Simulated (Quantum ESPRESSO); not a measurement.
# Ni (Fm-3m) in Quantum ESPRESSO: a series of runs, part 2 of 2

Quantum ESPRESSO 7.5.

## (4) Phonons, LDA, collinear spin, ferromagnetic start

pw.in

```
&CONTROL
  calculation = 'scf'
  prefix = 'pwscf'
  outdir = './tmp'
  pseudo_dir = './pseudo'
  tprnfor = .true.
  tstress = .true.
  disk_io = 'low'
/
&SYSTEM
  ibrav = 0
  A = 2.45729921
  nat = 1
  ntyp = 1
  ecutwfc = 45
  ecutrho = 360
  nbnd = 18
  occupations = 'smearing'
  smearing = 'mv'
  degauss = 0.01469973
  nspin = 2
  starting_magnetization(1) = 0.0556
/
&ELECTRONS
  conv_thr = 2d-10
  electron_maxstep = 120
  mixing_beta = 0.3
/
ATOMIC_SPECIES
Ni    58.6934 ni_lda_v1.4.uspp.F.UPF
CELL_PARAMETERS alat
   0.0000000000    0.7071067805    0.7071067805
   0.7071067805    0.0000000000    0.7071067805
   0.7071067805    0.7071067805    0.0000000000
ATOMIC_POSITIONS alat
Ni     0.0000000000    0.0000000000    0.0000000000
K_POINTS automatic
11 11 11 0 0 0
```

relax.in

```
&CONTROL
  calculation = 'vc-relax'
  prefix = 'pwscf'
  outdir = './tmp'
  pseudo_dir = './pseudo'
  tprnfor = .true.
  tstress = .true.
  disk_io = 'low'
  nstep = 40
  forc_conv_thr = 0.0001
  etot_conv_thr = 1d-06
/
&SYSTEM
  ibrav = 0
  A = 2.45729921
  nat = 1
  ntyp = 1
  ecutwfc = 45
  ecutrho = 360
  nbnd = 18
  occupations = 'smearing'
  smearing = 'mv'
  degauss = 0.01469973
  nspin = 2
  starting_magnetization(1) = 0.0556
/
&ELECTRONS
  conv_thr = 2d-10
  electron_maxstep = 120
  mixing_beta = 0.3
/
&IONS
  ion_dynamics = 'bfgs'
/
&CELL
  cell_dynamics = 'bfgs'
  press = 0
  press_conv_thr = 0.2
/
ATOMIC_SPECIES
Ni    58.6934 ni_lda_v1.4.uspp.F.UPF
CELL_PARAMETERS alat
   0.0000000000    0.7071067805    0.7071067805
   0.7071067805    0.0000000000    0.7071067805
   0.7071067805    0.7071067805    0.0000000000
ATOMIC_POSITIONS alat
Ni     0.0000000000    0.0000000000    0.0000000000
K_POINTS automatic
11 11 11 0 0 0
```

scf2.in

```
&CONTROL
  calculation = 'scf'
  prefix = 'pwscf'
  outdir = './tmp'
  pseudo_dir = './pseudo'
  tprnfor = .true.
  tstress = .true.
  disk_io = 'low'
/
&SYSTEM
  ibrav = 0
  A = 2.42043836
  nat = 1
  ntyp = 1
  ecutwfc = 45
  ecutrho = 360
  nbnd = 18
  occupations = 'smearing'
  smearing = 'mv'
  degauss = 0.01469973
  nspin = 2
  starting_magnetization(1) = 0.0556
/
&ELECTRONS
  conv_thr = 1d-13
  electron_maxstep = 120
  mixing_beta = 0.3
  startingpot = 'file'
  startingwfc = 'file'
/
ATOMIC_SPECIES
Ni    58.6934 ni_lda_v1.4.uspp.F.UPF
CELL_PARAMETERS alat
   0.0000000000    0.7071067825    0.7071067825
   0.7071067825    0.0000000000    0.7071067825
   0.7071067825    0.7071067825    0.0000000000
ATOMIC_POSITIONS alat
Ni     0.0000000000    0.0000000000    0.0000000000
K_POINTS automatic
11 11 11 0 0 0
```

ph.in

```
phonons of Ni
&INPUTPH
  prefix = 'pwscf'
  outdir = './tmp'
  tr2_ph = 1d-18
  fildyn = 'dyn'
  niter_ph = 90
  alpha_mix(1) = 0.4
/
0.1767766953 0.7071067812 0.1767766953
```

Potentials or basis: GBRV 1.5 LDA.

Run with:

```sh
$ OMP_NUM_THREADS=1 mpirun -n 4 pw.x -nk 4 -in pw.in > pw.out
$ OMP_NUM_THREADS=1 mpirun -n 4 pw.x -nk 4 -in relax.in > relax.out
$ OMP_NUM_THREADS=1 mpirun -n 4 pw.x -nk 4 -in scf2.in > scf2.out
$ OMP_NUM_THREADS=1 mpirun -n 4 ph.x -nk 4 -in ph.in > ph.out
```

pw.out:

```text
This program is part of the open-source Quantum ESPRESSO suite
     for quantum simulation of materials; please cite
[... 6 lines left out ...]
     using ibrav=0 with symmetry is DISCOURAGED, use correct ibrav instead

     K-points division:     npool     =       4
     Subspace diagonalization in iterative solution of the eigenvalue problem:
     a serial algorithm will be used

     G-vector sticks info
     --------------------
     sticks:   dense  smooth     PW     G-vecs:    dense   smooth      PW
     Sum         535     265     91                 8099     2891     609

     Using Slab Decomposition

     bravais-lattice index     =            0
     lattice parameter (alat)  =       4.6436  a.u.
     unit-cell volume          =      70.8037 (a.u.)^3
     number of atoms/cell      =            1
     number of atomic types    =            1
     number of electrons       =        18.00
     number of Kohn-Sham states=           18
     kinetic-energy cutoff     =      45.0000  Ry
     charge density cutoff     =     360.0000  Ry
     scf convergence threshold =      2.0E-10
     mixing beta               =       0.3000
     number of iterations used =            8  plain     mixing
     Exchange-correlation=  SLA  PZ   NOGX NOGC
                           (   1   1   0   0   0   0   0)

     celldm(1)=   4.643623  celldm(2)=   0.000000  celldm(3)=   0.000000
     celldm(4)=   0.000000  celldm(5)=   0.000000  celldm(6)=   0.000000

[... 8 lines left out ...]
               b(3) = (  0.707107  0.707107 -0.707107 )
[... 36 lines left out ...]
        k(    6) = (   0.3214122   0.3214122  -0.3214122), wk =   0.0060105
[... 48 lines left out ...]
        k(   55) = (  -0.0642824  -0.4499770   0.7071068), wk =   0.0180316
        k(   56) = (   0.0000000  -0.3856946   0.6428243), wk =   0.0180316

     Dense  grid:     8099 G-vectors     FFT dimensions: (  30,  30,  30)

     Smooth grid:     2891 G-vectors     FFT dimensions: (  20,  20,  20)

     Check: negative core charge=   -0.000008
     Generating pointlists ...
     new r_m :   0.4125 (alat units)  1.9155 (a.u.) for type    1

     Initial potential from superposition of free atoms

     starting charge      16.0000, renormalised to      18.0000
     Starting wfcs are   13 randomized atomic wfcs +    5 random wfcs

     Self-consistent Calculation

     iteration #  1     ecut=    45.00 Ry     beta= 0.30
     Davidson diagonalization with overlap
     ethr =  1.00E-02,  avg # of iterations =  5.5

     total energy              =    -336.71816761 Ry
     estimated scf accuracy    <      31.44099673 Ry
[... 94 lines left out ...]
     iteration # 11     ecut=    45.00 Ry     beta= 0.30
     Davidson diagonalization with overlap
     ethr =  6.88E-12,  avg # of iterations =  1.9

     Magnetic moment per site  (integrated on atomic sphere of radius R)
     atom   1 (R=0.412)  charge= 16.6802  magn=  0.6158

     End of self-consistent calculation

     Number of k-points >= 100: set verbosity='high' to print the bands.

     the Fermi energy is    18.2523 ev

!    total energy              =    -343.19930930 Ry
     estimated scf accuracy    <          5.5E-12 Ry
     smearing contrib. (-TS)   =      -0.00021171 Ry
     internal energy E=F+TS    =    -343.19909759 Ry

     The total energy is F=E-TS. E is the sum of the following terms:
     one-electron contribution =    -187.49810605 Ry
     hartree contribution      =     105.57265635 Ry
     xc contribution           =     -35.07011679 Ry
     ewald contribution        =    -226.20353110 Ry

     total magnetization       =     0.58 Bohr mag/cell
     absolute magnetization    =     0.66 Bohr mag/cell

     convergence has been achieved in  11 iterations

     Forces acting on atoms (cartesian axes, Ry/au):

     atom    1 type  1   force =     0.00000000    0.00000000    0.00000000

     Total force =     0.000000     Total SCF correction =     0.000000

     Computing stress (Cartesian axis) and pressure

          total   stress  (Ry/bohr**3)                   (kbar)     P=     -107.00
  -0.00072740   0.00000000   0.00000000         -107.00        0.00        0.00
   0.00000000  -0.00072740   0.00000000            0.00     -107.00        0.00
   0.00000000   0.00000000  -0.00072740            0.00        0.00     -107.00

=------------------------------------------------------------------------------=
   JOB DONE.
=------------------------------------------------------------------------------=
```

relax.out:

```text
This program is part of the open-source Quantum ESPRESSO suite
     for quantum simulation of materials; please cite
[... 6 lines left out ...]
     using ibrav=0 with symmetry is DISCOURAGED, use correct ibrav instead

     K-points division:     npool     =       4
[... 1028 lines left out ...]
  -0.00001907   0.00000000   0.00000000           -2.80        0.00        0.00
  -0.00000000  -0.00001907   0.00000000           -0.00       -2.80        0.00
   0.00000000  -0.00000000  -0.00001907            0.00       -0.00       -2.80

=------------------------------------------------------------------------------=
   JOB DONE.
=------------------------------------------------------------------------------=
```

It took 2.8 min on 4 MPI ranks of Arm Neoverse V1, shared host; peak memory 0.36 GiB.

What came out:

* Free energy: -4669.4801 eV
* Relaxed volume: 10.03 Å³/atom
* Relaxed cell: a = 2.420 Å, b = 2.420 Å, c = 2.420 Å, α = 60.00°, β = 60.00°, γ = 60.00°
* Space group after relaxing (to 0.05 Å): Fm-3m (No. 225)
* Pressure after relaxing: -0.3 GPa
* Band gap on the k mesh: none (metal or under the smearing width)
* Net moment: 0.58 μB per cell
* Absolute moment: 0.65 μB per cell
* Site moments: Ni +0.61 μB
* Valence electrons inside the program's atomic spheres: Ni 16.68
* Highest phonon frequency at the q point run: 299 cm⁻¹

The path:
| step | energy change (eV) | largest force (eV/Å) | pressure (GPa) | volume (Å³) |
| --- | --- | --- | --- | --- |
| 1 | 0.0000 | 0.0000 | -10.70 | 10.49 |
| 2 | -0.0153 | 0.0000 | 2.55 | 9.93 |
| 3 | -0.0161 | 0.0000 | -0.17 | 10.03 |
| 4 | -0.0161 | 0.0000 | -0.01 | 10.03 |

Final structure:
```cif
data_structure
_symmetry_space_group_name_H-M 'P 1'
_symmetry_Int_Tables_number 1
_cell_length_a 2.4204
_cell_length_b 2.4204
_cell_length_c 2.4204
_cell_angle_alpha 60.000
_cell_angle_beta 60.000
_cell_angle_gamma 60.000
_cell_volume 10.03
loop_
_atom_site_label
_atom_site_type_symbol
_atom_site_fract_x
_atom_site_fract_y
_atom_site_fract_z
_atom_site_occupancy
Ni1 Ni 0.00000 0.00000 0.00000 1
```

Phonon frequencies in cm⁻¹ (negative: imaginary):
```csv
q point,frequencies
"(0.625, 0.250, 0.625)",215 279 299
```

Phonon modes at q = (0.625, 0.250, 0.625) in reciprocal lattice units:
| mode | symmetry | cm⁻¹ |
| --- | --- | --- |
| 1 | B_1 | 215 |
| 2 | A_1 | 279 |
| 3 | B_2 | 299 |

Caveat: the mesh is thin for the phonons of a metal; the q point doesn't lie on the k mesh, which can shift a metal's frequencies strongly unless the mesh is converged.

## (5) Phonons, LDA, collinear spin, ferromagnetic start

pw.in is that of step 4.

relax.in is that of step 4.

scf2.in is that of step 4.

Edit ph.in of step 4 so:

```diff
@@ -9,2 +9,2 @@
 /
-0.1767766953 0.7071067812 0.1767766953
+0.3535533906 0.7071067812 0.0000000000
```

Potentials or basis: GBRV 1.5 LDA.

Run with:

```sh
$ OMP_NUM_THREADS=1 mpirun -n 4 pw.x -nk 4 -in pw.in > pw.out
$ OMP_NUM_THREADS=1 mpirun -n 4 pw.x -nk 4 -in relax.in > relax.out
$ OMP_NUM_THREADS=1 mpirun -n 4 pw.x -nk 4 -in scf2.in > scf2.out
$ OMP_NUM_THREADS=1 mpirun -n 4 ph.x -nk 4 -in ph.in > ph.out
```

pw.out:

```text
This program is part of the open-source Quantum ESPRESSO suite
     for quantum simulation of materials; please cite
[... 6 lines left out ...]
     using ibrav=0 with symmetry is DISCOURAGED, use correct ibrav instead

     K-points division:     npool     =       4
     Subspace diagonalization in iterative solution of the eigenvalue problem:
     a serial algorithm will be used

     G-vector sticks info
     --------------------
     sticks:   dense  smooth     PW     G-vecs:    dense   smooth      PW
     Sum         535     265     91                 8099     2891     609

     Using Slab Decomposition

     bravais-lattice index     =            0
     lattice parameter (alat)  =       4.6436  a.u.
     unit-cell volume          =      70.8037 (a.u.)^3
     number of atoms/cell      =            1
     number of atomic types    =            1
     number of electrons       =        18.00
     number of Kohn-Sham states=           18
     kinetic-energy cutoff     =      45.0000  Ry
     charge density cutoff     =     360.0000  Ry
[... 223 lines left out ...]
     ethr =  6.88E-12,  avg # of iterations =  1.9

     Magnetic moment per site  (integrated on atomic sphere of radius R)
     atom   1 (R=0.412)  charge= 16.6802  magn=  0.6158

     End of self-consistent calculation

     Number of k-points >= 100: set verbosity='high' to print the bands.

     the Fermi energy is    18.2523 ev

!    total energy              =    -343.19930930 Ry
     estimated scf accuracy    <          5.5E-12 Ry
     smearing contrib. (-TS)   =      -0.00021171 Ry
     internal energy E=F+TS    =    -343.19909759 Ry

     The total energy is F=E-TS. E is the sum of the following terms:
     one-electron contribution =    -187.49810605 Ry
     hartree contribution      =     105.57265635 Ry
     xc contribution           =     -35.07011679 Ry
     ewald contribution        =    -226.20353110 Ry

     total magnetization       =     0.58 Bohr mag/cell
     absolute magnetization    =     0.66 Bohr mag/cell

     convergence has been achieved in  11 iterations

     Forces acting on atoms (cartesian axes, Ry/au):

     atom    1 type  1   force =     0.00000000    0.00000000    0.00000000

     Total force =     0.000000     Total SCF correction =     0.000000

     Computing stress (Cartesian axis) and pressure

          total   stress  (Ry/bohr**3)                   (kbar)     P=     -107.00
  -0.00072740   0.00000000   0.00000000         -107.00        0.00        0.00
   0.00000000  -0.00072740   0.00000000            0.00     -107.00        0.00
   0.00000000   0.00000000  -0.00072740            0.00        0.00     -107.00

=------------------------------------------------------------------------------=
   JOB DONE.
=------------------------------------------------------------------------------=
```

relax.out:

```text
This program is part of the open-source Quantum ESPRESSO suite
     for quantum simulation of materials; please cite
[... 6 lines left out ...]
     using ibrav=0 with symmetry is DISCOURAGED, use correct ibrav instead

     K-points division:     npool     =       4
[... 1028 lines left out ...]
  -0.00001907   0.00000000   0.00000000           -2.80        0.00        0.00
  -0.00000000  -0.00001907   0.00000000           -0.00       -2.80        0.00
   0.00000000  -0.00000000  -0.00001907            0.00       -0.00       -2.80

=------------------------------------------------------------------------------=
   JOB DONE.
=------------------------------------------------------------------------------=
```

It took 85 s on 4 MPI ranks of Arm Neoverse V1, shared host; peak memory 0.36 GiB.

What came out:

```yaml
Free_energy: -4669.4801 eV
Relaxed_volume: 10.03 Å³/atom
Relaxed_cell: a = 2.420 Å, b = 2.420 Å, c = 2.420 Å, α = 60.00°, β = 60.00°, γ = 60.00°
Space_group_after_relaxing_to_0.05_Å: Fm-3m (No. 225)
Pressure_after_relaxing: -0.3 GPa
Band_gap_on_the_k_mesh: none (metal or under the smearing width)
Net_moment: 0.58 μB per cell
Absolute_moment: 0.65 μB per cell
Site_moments: Ni +0.61 μB
Valence_electrons_inside_the_program's_atomic_spheres: Ni 16.68
Highest_phonon_frequency_at_the_q_point_run: 278 cm⁻¹
```

Step by step:
```
step  energy change (eV)  largest force (eV/Å)  pressure (GPa)  volume (Å³)
   1              0.0000                0.0000          -10.70        10.49
   2             -0.0153                0.0000            2.55         9.93
   3             -0.0161                0.0000           -0.17        10.03
   4             -0.0161                0.0000           -0.01        10.03
```

Final structure:
```
Ni
1.0
     0.00000    1.71151    1.71151
     1.71151    0.00000    1.71151
     1.71151    1.71151    0.00000
Ni
1
Cartesian
  0.0000 0.0000 0.0000
```

Phonon frequencies in cm⁻¹ (negative: imaginary):
| q point | frequencies |
| --- | --- |
| (0.500, 0.250, 0.750) | 238 278 278 |

Phonon modes at q = (0.500, 0.250, 0.750) in reciprocal lattice units:
```
mode  symmetry  cm⁻¹
   1       B_2   238
   2         E   278
   3         E   278
```

Caveat: the mesh is thin for the phonons of a metal; the q point doesn't lie on the k mesh, which can shift a metal's frequencies strongly unless the mesh is converged.
